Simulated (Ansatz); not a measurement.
# Cr2O3 (R-3c): equation of state

The task here is to estimate one member of a computed series from the others.

Program: Ansatz 0.2.0. Level of theory: DFT PBE+U (U_eff = 3.7 eV on Cr 3d), scalar-relativistic, plane waves, PAW. These are calculated values, not measurements.

## The system as given

Symmetry: R-3c, No. 167, trigonal system. The conventional cell has a = 5.042 Å, b = 5.042 Å, c = 13.755 Å, α = 90.00°, β = 90.00°, γ = 120.00°. Around Cr (site symmetry 3) lie 6 O at 2.00 to 2.04 Å. O (site symmetry 2) is surrounded by 4 Cr at 2.00 to 2.04 Å.

As a file:

```cif
data_structure
_symmetry_space_group_name_H-M 'P 1'
_symmetry_Int_Tables_number 1
_cell_length_a 5.4309
_cell_length_b 5.4309
_cell_length_c 5.4309
_cell_angle_alpha 55.313
_cell_angle_beta 55.313
_cell_angle_gamma 55.313
_cell_volume 100.93
loop_
_atom_site_label
_atom_site_type_symbol
_atom_site_fract_x
_atom_site_fract_y
_atom_site_fract_z
_atom_site_occupancy
Cr1 Cr 0.34819 0.34819 0.34819 1
Cr2 Cr 0.15181 0.15181 0.15181 1
Cr3 Cr 0.65181 0.65181 0.65181 1
Cr4 Cr 0.84819 0.84819 0.84819 1
O1 O 0.55312 0.94688 0.25000 1
O2 O 0.25000 0.55312 0.94688 1
O3 O 0.94688 0.25000 0.55312 1
O4 O 0.44688 0.05312 0.75000 1
O5 O 0.75000 0.44688 0.05312 1
O6 O 0.05312 0.75000 0.44688 1
```

This cell comes from an earlier session at PBE+U (U_eff = 3.7 eV on Cr 3d): 10.093 Å³/atom at 0.00 GPa, on a 4×4×4 mesh. The large moments point both ways and cancel.

Volume factors to run: 0.980, 1.020, 0.960, 1.040.

Set-up of the first run:

Input file input.yaml:

```yaml
crystal:
  lattice:
    - [2.503933795, 1.4456468506, 4.5541995819]
    - [-2.503933795, 1.4456468506, 4.5541995819]
    - [0.0, -2.8912937011, 4.5541995819]
  atoms:
    - { symbol: Cr, position: [0.3481943529, 0.3481943529, 0.3481943529], spin: 2.71 }
    - { symbol: Cr, position: [0.151805647, 0.151805647, 0.151805647], spin: -2.71 }
    - { symbol: Cr, position: [0.651805647, 0.651805647, 0.651805647], spin: -2.71 }
    - { symbol: Cr, position: [0.8481943529, 0.8481943529, 0.8481943529], spin: 2.71 }
    - { symbol: O, position: [0.5531213384, 0.9468786604, 0.2500000013] }
    - { symbol: O, position: [0.2500000013, 0.5531213384, 0.9468786604] }
    - { symbol: O, position: [0.9468786604, 0.2500000013, 0.5531213384] }
    - { symbol: O, position: [0.4468786604, 0.0531213384, 0.7500000013] }
    - { symbol: O, position: [0.7500000013, 0.4468786604, 0.0531213384] }
    - { symbol: O, position: [0.0531213384, 0.7500000013, 0.4468786604] }
basis:
  ecutwfc: 420
  ecutrho_ratio: 4
kpoints:
  mp_grid: { grid: [4, 4, 4] }
hamiltonian:
  xc: pbe
  hubbard:
    sites:
      - { species: Cr, l: d, u_eff: 3.7, starting_ns: start.occupation_matrices }
    ns_hold: { iters: 6 }
scf:
  occupations: { method: gaussian, width: 0.05 }
  lower_state_search: "off"
output:
  forces: true
  stress: true
  eigenvalues: true
  populations: true
magnetization:
  spin_polarized: true
relax:
  f_tol: 0.01
  max_steps: 40
  cell: { stress_tol: 0.1, fix: [volume] }
```

start.occupation_matrices holds the open shells' occupation matrices from the neighbouring geometry.

Command:

```console
$ ansatz run input.yaml --threads 8 --pin off --max-ram 22528MiB --backend cpu --events-out ev --progress --plain --runs-dir out
```

Among the steps run: At 0.980 of the relaxed volume; Scaling the volume by 1.020; Scaling the volume by 0.960; Scaling the volume by 1.040.

One table of the session follows, with a row left open; its other results are not shown here.

It belongs to the step «The fit». 

| volume (Å³/atom) | energy (meV/atom) | pressure (GPa) | gap (eV) | moment of atom 1 (μB) |
| --- | --- | --- | --- | --- |
| 9.689 | 11.07 | 9.09 | 3.11 | 2.42 |
| 9.891 | ? | ? | ? | ? |
| 10.093 | 0.00 | 0.00 | 2.99 | 2.46 |
| 10.295 | 2.47 | -3.84 | 2.93 | 2.49 |
| 10.497 | 9.50 | -7.27 | 2.87 | 2.51 |

Estimate the missing values for volume (Å³/atom) = 9.891.

Worked estimate for «energy (meV/atom)». A straight line through the neighbours (9.689, 11.07) and (10.093, 0.00) gives 11.07 + (0.00 − 11.07) × (9.891 − 9.689) / (10.093 − 9.689) = 5.53; a parabola fitted to 3 rows on both sides gives 2.87.

As computed: energy (meV/atom): 2.68; pressure (GPa): 4.29; gap (eV): 3.05; moment of atom 1 (μB): 2.44. In «energy (meV/atom)» the line misses by +2.85 and the parabola by +0.19.

Caveats from the session: Warnings in the runs' records: stability check not made.
